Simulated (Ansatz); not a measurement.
The system is Sb.

```
Sb
1.0
     0.00000    2.37124    2.37124
     2.37124    0.00000    2.37124
     2.37124    2.37124    0.00000
Sb
1
Direct
  0.00000 0.00000 0.00000
```

This isn't the form of Sb at room conditions, which is rhombohedral.

- Program: Ansatz 0.2.0
- Task: relaxation of cell and atoms
- Functional: LDA
- Potentials or basis: Ansatz PAW
- Cutoff: 420 eV (not typed: the program's choice for these potentials)
- k mesh: 10 × 10 × 10
- Occupations: fermi-dirac, width 0.05 eV
- Spin: no spin polarisation

At the start: volume 26.67 Å³/atom.

**Question.** How do energy, volume and symmetry change on relaxing?

**Answer.** It ends after 4 steps and the volume is 25.70 Å³/atom (-3.6 %); space group Fm-3m (No. 225, to 0.05 Å).

The path:
```tsv
step	energy change (eV)	largest force (eV/Å)	volume (Å³)
1	0.0000	0.0000	26.67
2	-0.0066	0.0000	25.35
3	-0.0075	0.0000	25.70
4	-0.0072	0.0000	25.70
```

Final structure:
```
CELL_PARAMETERS angstrom
0.00000 2.34235 2.34235
2.34235 0.00000 2.34235
2.34235 2.34235 0.00000
ATOMIC_POSITIONS crystal
Sb 0.00000 0.00000 0.00000
```

Caveat: the plane-wave basis is chosen anew once the cell has moved, so the energies of steps on either side of that aren't comparable; the PAW data sets come from PBE, with cores solved anew for the run's functional, which leaves a small shift of forces and pressure.
